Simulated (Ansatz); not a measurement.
**Eu: two electronic states of one cell**

Aim: solve Eu (a borrowed structure type, volume estimated) from each of its saved states, at one geometry and mesh, and see which is lowest and how they differ.

Computed, not measured: Ansatz 0.2.0, DFT, r2SCAN, plane waves, PAW.

## Step 1: The cell

The structure is trigonal, space group R-3m (No. 166). The conventional cell has a = 4.615 Å, b = 4.615 Å, c = 12.032 Å, α = 90.00°, β = 90.00°, γ = 120.00°. Around Eu (site symmetry 3m) lie 6 Eu at 3.12 to 3.58 Å.

Structure file:

```
CELL_PARAMETERS angstrom
2.30746 3.99664 0.00000
-2.30746 3.99664 0.00000
-2.30746 1.33221 4.01071
ATOMIC_POSITIONS crystal
Eu 0.23401 0.53198 0.70203
Eu 0.76599 0.46802 0.29797
```

The states: A, Eu1 up, Eu2 down (collinear spin); B, no atom with a moment over 0.3 μB (no spin polarisation). Each run reads its own saved solution as saved_state.

## Step 2: State A: the run

File input.yaml:

```yaml
crystal:
  lattice:
    - [2.30746341, 3.9966415, 0.0]
    - [-2.30746341, 3.9966415, 0.0]
    - [-2.30746341, 1.3322105, 4.01071292]
  atoms:
    - { symbol: Eu, position: [0.23401, 0.53198, 0.70203], spin: 7.0 }
    - { symbol: Eu, position: [0.76599, 0.46802, 0.29797], spin: -7.0 }
  symmetry: { detect: false, time_reversal: true }
kpoints:
  mp_grid: { grid: [7, 7, 7], shift: [0, 0, 0] }
  band_path:
    path:
      - [0.0, 0.0, 0.0]
      - [0.0, 0.0, 0.5]
      - [0.25977812, -0.25977812, 0.24022188]
      - [0.25977819, -0.48044391, -0.24022191]
      - [0.49999996, -1.5e-07, -2.9e-07]
      - [0.0, 0.0, 0.0]
      - [0.37011105, -0.37011105, -0.37011105]
      - [0.25977815, -0.37011102, -2.0e-08]
      - [1.5e-07, -0.49999996, 1.8e-07]
      - [0.0, 0.0, 0.0]
    npoints: 6
magnetization:
  spin_polarized: true
scf:
  occupations: { method: fermi_dirac, width: 0.1148 }
  lower_state_search: "off"
  max_iter: 200
hamiltonian:
  pseudopotentials: { kind: paw }
  xc: r2scan
basis:
  ecutwfc: 500
  fft_grid_basis: typed
output:
  forces: true
  stress: true
  eigenvalues: true
  bader: true
  populations: true
  elf: true
  write_potential: true
  volumetric_format: npy
  dos:
    e_range: [-12, 8]
    de: 0.05
    projected: { site_lists: { Eu: [Eu] } }
checkpoint:
  read: saved_state
```

The log of the run (excerpt; [...] marks lines left out):

```text
Warning: RAYON_NUM_THREADS=1 ignored (pool sized by the plan → 1); use --threads N
Eu: projections on atomic orbitals take those of the free atom [Kr 4d10] 4f7 5s2 5p6 5d0 6s2, of charge +0.00 (hamiltonian.pseudopotentials.projection_atoms); the dataset's partial waves leave at most 1.0e-3 of an orbital's norm unspanned inside its sphere
band count auto-derived: 30, from the close of a first SCF at 29 (N_el = 34.0; filled up to band 17; 29 by the electrons, moments and atoms)
[...]
Pseudopotentials: kind: paw
Pseudopotential: Eu, paw, valence charge 17, recommended cutoff 500 eV (meta_gga), Eu.paw.azcp
Functional definition: r2SCAN
[...]
Crystal: 2 atoms, lattice volume = 73.974 Å³
Basis set: ecut = 500 eV, 1899 PW (Γ), exchange–correlation on 144×144×144 points (64 copies of the dense FFT grid, shifted against one another)
Bands: 29, of which v1, the nominal top of the filled ones, is band 17 counted from 1 (16 counted from 0)
Symmetry: 1 space group operations
k-points: 172 of 343 (time reversal used)
[...]
Starting moments: Σ|m| = 14 μB on 2 of 2 sites; this step starts from the density that it was given
[...]
SCF iter   1: F=-17559.343236 eV  HF=-17559.262808 eV  |F-HF|=8.04e-2  |Δ(HF+E_count)|=         —  Δρ=2.31e-3 (↑2.31e-3 ↓2.31e-3)  dr2=2.75e-3  dr2_τ=2.04e-3  dr2_m=1.58e-3  M=-0.000 μB ∫|m|=13.941 μB  β_m=1.00  ethr=8.85e-6  ⟨swp⟩=2.1  Hψ=61353  notcnv=0
[...]
NSCF: frozen V_eff on 55 k-points
this state was not tested for a lower state beside it, because the mixer in use, unlike msr1, does not test its closes by its own steps (another_mixer; see scf.mixing.algorithm and scf.lower_state_search)
SCF converged after 12 iterations (10 of them on 29 bands)
Magnetization: -0.0000 μB (17.0000 up, 17.0000 down)
Absolute magnetization: 13.9397 μB (∫|ρ↑−ρ↓|, with the PAW one-centre terms)
Spin contamination: 6.9718 ħ² per cell (⟨S²⟩ above its minimum at these occupations)
Per-site moments (μB) at R_I (Å): [(6.842121158655228, 1.2864055985377412), (-6.84212295529554, 1.2864055985377412)]
Free energy (F): -17559.352346 eV
[...]
E sigma→0 (E₀):  -17559.313049 eV
Entropy (-TS):   -0.078595 eV (-39.297 meV/atom)
Fermi energy:    10.497493 eV
[...]
--- Forces (eV/Å), atoms counted from 1 ---
  atom   1  Eu    -0.00000427     0.00000403     0.51462439
  atom   2  Eu     0.00000426    -0.00000399    -0.51462560
[...]
--- Stress (GPa, compression-positive) ---
        1.439597       0.000044       0.000016
        0.000044       1.439674       0.000017
        0.000016       0.000017       1.467112
  P = ⅓ Tr σ = 1.4488 GPa (14.488 kbar)
--- Band table (eV; the first three rows and the last of 344) ---
[...]
--- Löwdin populations: 2 sites ---
  site symbol       q [e]    m [muB]
     0     Eu     16.9778     7.0667
     1     Eu     16.9778    -7.0667
  spilling = 0.001306 (of n_electrons = 34.000000)
--- Bader charges: 2 sites ---
  site symbol  charge [e]  shift [e]    m [muB]
     0     Eu      0.0000     0.0000     6.9439
     1     Eu      0.0000     0.0000    -6.9439
  estimated error of the sums over rays = 3.9e-4 e
```

It took 8 min on 1 thread of an Arm CPU, shared host; peak memory 1.1 GiB.

## Step 3: What state A looks like

Counts of states in windows (eV from the Fermi level; tetrahedra), total and projected:

```tsv
from	to	total	up	down	Eu s	Eu d	Eu f
-4.0	-3.0	0.12	0.06	0.06	0.12	0.00	0.00
-3.0	-2.0	0.40	0.20	0.20	0.31	0.07	0.00
-2.0	-1.0	1.99	0.99	0.99	0.46	1.20	0.27
-1.0	0.0	15.48	7.75	7.75	0.21	1.66	13.56
0.0	1.0	2.39	1.20	1.20	0.14	2.06	0.11
1.0	2.0	3.72	1.86	1.86	0.27	3.25	0.11
2.0	3.0	2.76	1.38	1.38	0.19	2.33	0.13
3.0	4.0	2.15	1.08	1.08	0.22	1.52	0.20
4.0	5.0	2.88	1.44	1.44	0.27	1.70	0.57
```

By element, from the tables in the log (a charge is positive for electrons lost): Löwdin charges also hold the electrons that the projection spills.

```tsv
element	atoms	Bader charge (e)	Bader volume (Å³)	Löwdin charge (e)	Bader moment, size (μB)
Eu	2	0.00	37.0	+0.02	6.94
```

The main site moments: Eu1 up, Eu2 down.

## Step 4: Run from state B

File input.yaml:

```yaml
crystal:
  lattice:
    - [2.30746341, 3.9966415, 0.0]
    - [-2.30746341, 3.9966415, 0.0]
    - [-2.30746341, 1.3322105, 4.01071292]
  atoms:
    - { symbol: Eu, position: [0.23401, 0.53198, 0.70203] }
    - { symbol: Eu, position: [0.76599, 0.46802, 0.29797] }
  symmetry: { detect: false, time_reversal: true }
kpoints:
  mp_grid: { grid: [7, 7, 7], shift: [0, 0, 0] }
magnetization:
  spin_polarized: false
scf:
  occupations: { method: fermi_dirac, width: 0.1148 }
  lower_state_search: "off"
  max_iter: 200
hamiltonian:
  pseudopotentials: { kind: paw }
  xc: r2scan
basis:
  ecutwfc: 500
  fft_grid_basis: typed
output:
  forces: true
  stress: true
  eigenvalues: true
  bader: true
  populations: true
  elf: true
  write_potential: true
  volumetric_format: npy
  dos:
    e_range: [-12, 8]
    de: 0.05
    projected: { site_lists: { Eu: [Eu] } }
checkpoint:
  read: saved_state
```

The log of the run (excerpt; [...] marks lines left out):

```text
Warning: RAYON_NUM_THREADS=1 ignored (pool sized by the plan → 1); use --threads N
Eu: projections on atomic orbitals take those of the free atom [Kr 4d10] 4f7 5s2 5p6 5d0 6s2, of charge +0.00 (hamiltonian.pseudopotentials.projection_atoms); the dataset's partial waves leave at most 1.0e-3 of an orbital's norm unspanned inside its sphere
band count auto-derived: 30, from the close of a first SCF at 21 (N_el = 34.0; filled up to band 17; 21 by the electrons, moments and atoms)
[...]
[... 3 set-up lines as earlier in the session ...]
[...]
Crystal: 2 atoms, lattice volume = 73.974 Å³
Basis set: ecut = 500 eV, 1899 PW (Γ), exchange–correlation on 144×144×144 points (64 copies of the dense FFT grid, shifted against one another)
[...]
SCF converged after 49 iterations (43 of them on 21 bands)
Free energy (F): -17544.350239 eV
[...]
E sigma→0 (E₀):  -17544.153637 eV
Entropy (-TS):   -0.393204 eV (-196.602 meV/atom)
Fermi energy:    10.570795 eV
[...]
--- Forces (eV/Å), atoms counted from 1 ---
  atom   1  Eu    -0.01089572     0.00629937     0.33002712
  atom   2  Eu     0.01091135    -0.00627296    -0.33007245
[...]
--- Stress (GPa, compression-positive) ---
       -2.467746      -0.073649       0.034509
       -0.073658      -2.552890      -0.020043
        0.033834      -0.019559      -2.561960
  P = ⅓ Tr σ = -2.5275 GPa (-25.275 kbar)
--- Band table (eV; the first three rows and the last of 172) ---
[...]
--- Löwdin populations: 2 sites ---
  site symbol       q [e]
     0     Eu     16.9795
     1     Eu     16.9796
  spilling = 0.001205 (of n_electrons = 34.000000)
--- Bader charges: 2 sites ---
  site symbol  charge [e]  shift [e]
     0     Eu      0.0000     0.0000
     1     Eu      0.0000     0.0000
  estimated error of the sums over rays = 6.8e-4 e
```

Wall time 9 min (1 thread of an Arm CPU, shared host); peak memory 0.73 GiB.

## Step 5: What state B looks like

States per cell by energy window, from dos.tsv and pdos.tsv (tetrahedra; eV from the Fermi level):

```tsv
from	to	total	Eu s	Eu d	Eu f
-4.0	-3.0	0.18	0.16	0.01	0.00
-3.0	-2.0	0.47	0.34	0.11	0.00
-2.0	-1.0	2.70	0.49	1.87	0.28
-1.0	0.0	13.52	0.12	1.26	12.11
0.0	1.0	7.36	0.23	2.89	4.15
1.0	2.0	14.13	0.20	2.74	11.06
```

The bands computed are complete only to about 3.0 eV above the Fermi level.

By element, from the tables in the log (a charge is positive for electrons lost): Löwdin charges also hold the electrons that the projection spills.

```tsv
element	atoms	Bader charge (e)	Bader volume (Å³)	Löwdin charge (e)
Eu	2	0.00	37.0	+0.02
```

## Step 6: Results

```tsv
state	free energy (meV/atom)	largest site moment (μB)	size of the net moment (μB/cell)	gap (eV)	pressure (GPa)	largest force (eV/Å)	SCF cycles
A	0.0	6.84	0.00	narrow gap	1.4	0.51	12
B	7501.1	–	–	metal	-2.5	0.33	49
```

What this shows: State A lies lowest, 7501.1 meV per atom under state B. They differ in kind: A is a narrow gap, B is a metal. At the same volume their pressures differ by 4.0 GPa. Not all runs allow spin: where it is off, the gap in energy is mostly the cost of forbidding moments, not two ends of one search.

Keep in mind: an open f shell without a U or exact exchange, whose levels then sit too near the Fermi level; the gap is not wide against the smearing; open f shell without moments.
